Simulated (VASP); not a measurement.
Here is a VASP 6.6.1 calculation.

File INCAR:

```
SYSTEM = ZnSe
ALGO = Normal ; EDIFF = 1E-7
EDIFFG = -0.005 ; ENCUT = 600
GGA = PS ; IBRION = 2
ISIF = 3 ; ISMEAR = 0
LASPH = .True. ; LCHARG = .False.
LREAL = .False. ; LWAVE = .False.
NELM = 80 ; NSW = 90
PREC = Accurate ; SIGMA = 0.03
```

File KPOINTS:

```
k-points
0
Gamma
  8 8 8
  0 0 0
```

POSCAR

```
ZnSe                                    
1.0
   -0.0000000000      2.8206646090      2.8206646090
    2.8206646090     -0.0000000000      2.8206646090
    2.8206646090      2.8206646090      0.0000000000
  Zn              Se            
     1     1
Direct
     0.0000000000000000    0.0000000000000000    0.0000000000000000
     0.2500000000000000    0.2500000000000000    0.2500000000000000
```

Potentials or basis: VASP PAW PBE potentials, release 64 (Zn, Se).

Run with:

```sh
$ cat potpaw_PBE.64/Zn/POTCAR potpaw_PBE.64/Se/POTCAR > POTCAR
$ mpirun -np 1 vasp_std > vasp.out
```

Q: Predict the band gap on the k mesh.

A: 1.23 eV, direct.

Final structure:
```yaml
crystal:
  lattice:
    - [0.00000, 2.82066, 2.82066]
    - [2.82066, 0.00000, 2.82066]
    - [2.82066, 2.82066, 0.00000]
  atoms:
    - { symbol: Zn, position: [0.00000, 0.00000, 0.00000] }
    - { symbol: Se, position: [0.25000, 0.25000, 0.25000] }
```

Caveat: the relaxation stopped at its first step, so nothing moved.
